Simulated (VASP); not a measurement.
Write the native input for VASP 6.6.1 that does the following.

```
Task                   : relaxation of cell and atoms
Functional             : PBE
Potentials or basis    : VASP PAW PBE potentials, release 64 (Zr_sv, B)
Cutoff                 : 520 eV
k mesh                 : 9 × 9 × 8
Occupations            : gaussian, width 0.1 eV
Spin                   : no spin polarisation
Further INCAR settings : ALGO = Fast; EDIFF = 1e-07; IBRION = 2; EDIFFG = -0.002; NSW = 80; ISIF = 3
```

The structure of ZrB2 lies in POSCAR:

```
ZrB2
1.0
    3.1700000000      0.0000000000      0.0000000000
   -1.5850000000      2.7453005300      0.0000000000
    0.0000000000      0.0000000000      3.5330000000
Zr B
1 2
Direct
    0.0000000000      0.0000000000      0.0000000000
    0.3333333300      0.6666666700      0.5000000000
    0.6666666700      0.3333333300      0.5000000000
```

The input as run:

INCAR

```
ALGO = Fast ; EDIFF = 1E-7
EDIFFG = -0.002 ; ENCUT = 520
GGA = PE ; IBRION = 2
ISIF = 3 ; ISMEAR = 0
LASPH = True ; LCHARG = False
LREAL = False ; LWAVE = False
NELM = 80 ; NSW = 80
PREC = Accurate ; SIGMA = 0.1
```

KPOINTS

```
k-points
0
Gamma
  9 9 8
```

Potentials or basis: VASP PAW PBE potentials, release 64 (Zr_sv, B).

Command:

```bash
$ cat potpaw_PBE.64/Zr_sv/POTCAR potpaw_PBE.64/B/POTCAR > POTCAR
$ mpirun -np 1 vasp_std > vasp.out
```

Results of the run:

```json
{
 "Relaxed volume": "10.29 Å³/atom",
 "Relaxed cell": "a = 3.172 Å, b = 3.172 Å, c = 3.543 Å, α = 90.00°, β = 90.00°, γ = 120.00°",
 "Space group after relaxing (to 0.05 Å)": "P6/mmm (No. 191)",
 "Energy gained by relaxing": "0.2 meV/atom",
 "Ionic steps": "4",
 "Pressure after relaxing": "0.0 GPa",
 "Band gap on the k mesh": "none (metal or under the smearing width)"
}
```

Run time: 94 s on 1 thread of Intel(R) Xeon(R) Platinum 8375C CPU @ 2.90GHz (Ice Lake), with other jobs on the host, peak memory 0.15 GiB.
